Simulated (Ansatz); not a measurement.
## Sr: energy along a strain

Sr, Fm-3m, a = 6.085 Å (as given, not relaxed at this level: -0.3 GPa). Ansatz: PBE, PAW, 420 eV, Γ-centred 14×14×14 mesh on 1 atom, Gaussian smearing 0.15 eV; no spin polarisation. Cell vectors (Å): 0.000 3.042 3.042; 3.042 0.000 3.042; 3.042 3.042 0.000. The cell is strained by x per cent times the pattern (0 0 0 0 0 1) in the order xx yy zz yz xz xy (engineering shears), with fractional coordinates held. y is the free energy over the start, V0 = 56.319 Å³/atom. Symmetry makes y even in x.

| x (%) | y (meV/atom) |
| --- | --- |
| -4.00 | ? |
| -2.00 | 0.70 |
| 0.00 | 0.00 |
| 0.50 | 0.04 |
| 1.00 | 0.18 |
| 1.50 | 0.40 |
| 2.50 | 1.10 |
| 3.00 | 1.59 |
| 3.50 | 2.17 |

Question: Fit y = c2 x² + c4 x⁴ to the other rows, get the stiffness along the pattern, and predict the missing energy.

Answer: Least squares on the rows shown. y = 0.1753 x² + 0.0001522 x⁴. The clamped-ion stiffness p·C·p = 2 × 1.753 eV × 160.2 / 56.319 Å³ = 10.0 GPa, which is C66 in these axes (C44 of the cubic crystal). At x = -4.00 the fit asked for gives 2.84 meV/atom. The run gave 2.84 meV/atom, the same to the digits shown.